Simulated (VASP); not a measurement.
FeNi (Tetrataenite):

```
Ni Fe
1.0
     2.53300    0.00000    0.00000
     0.00000    2.53300    0.00000
     0.00000    0.00000    3.58200
Ni Fe
1 1
Direct
  0.50000 0.50000 0.50000
  0.00000 0.00000 0.00000
```

- Program: VASP 6.6.1
- Task: relaxation of cell and atoms
- Functional: PBEsol
- Potentials or basis: VASP PAW PBE potentials, release 64 (Ni, Fe)
- Cutoff: 600 eV
- k mesh: 10 × 10 × 8
- Occupations: fermi-dirac, width 0.05 eV
- Spin: collinear spin, ferromagnetic start
- Starting moments: [1.0, 3.0] μB

At the start: pressure -11.6 GPa; volume 11.49 Å³/atom.

Where does the relaxation end?

Over 5 steps the energy falls by 26.4 meV/atom and the volume is 10.81 Å³/atom (-6.0 %); space group P4/mmm (No. 123, to 0.05 Å); moment 3.25 μB per cell.

The path:
```csv
step,energy change (eV),largest force (eV/Å),pressure (GPa),volume (Å³)
1,0.0000,0.0000,-11.58,22.98
2,0.0024,0.0000,14.25,20.33
3,-0.0528,0.0000,-0.18,21.62
4,-0.0528,0.0000,0.09,21.60
5,-0.0529,0.0000,-0.08,21.61
```

Final structure:
```yaml
crystal:
  lattice:
    - [2.48105, 0.00000, 0.00000]
    - [0.00000, 2.48105, 0.00000]
    - [0.00000, 0.00000, 3.51117]
  atoms:
    - { symbol: Ni, position: [0.50000, 0.50000, 0.50000] }
    - { symbol: Fe, position: [0.00000, 0.00000, 0.00000] }
```

Caveat: the PAW data sets were made with another functional, which shifts forces and pressure a little.
